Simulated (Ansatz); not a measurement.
Relax this structure to zero stress and force, keeping its symmetry:

Space group R3m:H (No. 160). a = 3.808 Å, b = 3.808 Å, c = 37.373 Å, α = 90.00°, β = 90.00°, γ = 120.00°
| atom | site | symmetry | x | y | z |
| --- | --- | --- | --- | --- | --- |
| Zn | 3a | 3m | 0.3333 | 0.6667 | 0.0833 |
| Zn | 3a | 3m | 0.0000 | 0.0000 | 0.0001 |
| Zn | 3a | 3m | 0.3333 | 0.6667 | 0.2501 |
| Zn | 3a | 3m | 0.6667 | 0.3333 | 0.1666 |
| S | 3a | 3m | 0.3333 | 0.6667 | 0.3126 |
| S | 3a | 3m | 0.6667 | 0.3333 | 0.2292 |
| S | 3a | 3m | 0.3333 | 0.6667 | 0.1458 |
| S | 3a | 3m | 0.0000 | 0.0000 | 0.0625 |

The calculation used Ansatz, DFT PBE, scalar-relativistic, plane waves, PAW.

Cutoff 420 eV; k points 12×12×12 on the computed 8-atom cell (Γ-centred); Gaussian smearing, width 0.02 eV; no spin polarisation.

Problem. What does it relax to?

Solution. The volume rises by 0.62 Å³/atom to 20.18 Å³/atom, and the energy falls by 4.3 meV/atom. Final structure:
```cif
data_structure
_symmetry_space_group_name_H-M 'R3m:H'
_symmetry_Int_Tables_number 160
_cell_length_a 3.8473
_cell_length_b 3.8473
_cell_length_c 37.7796
_cell_angle_alpha 90.000
_cell_angle_beta 90.000
_cell_angle_gamma 120.000
_cell_volume 484.29
loop_
_atom_site_label
_atom_site_type_symbol
_atom_site_symmetry_multiplicity
_atom_site_Wyckoff_symbol
_atom_site_fract_x
_atom_site_fract_y
_atom_site_fract_z
_atom_site_occupancy
Zn1 Zn 3 a 0.33333 0.66667 0.08330 1
Zn2 Zn 3 a 0.00000 0.00000 0.00010 1
Zn3 Zn 3 a 0.33333 0.66667 0.25010 1
Zn4 Zn 3 a 0.66667 0.33333 0.16664 1
S1 S 3 a 0.33333 0.66667 0.31260 1
S2 S 3 a 0.66667 0.33333 0.22915 1
S3 S 3 a 0.33333 0.66667 0.14571 1
S4 S 3 a 0.00000 0.00000 0.06249 1
```

This form isn't the usual stable structure of the compound.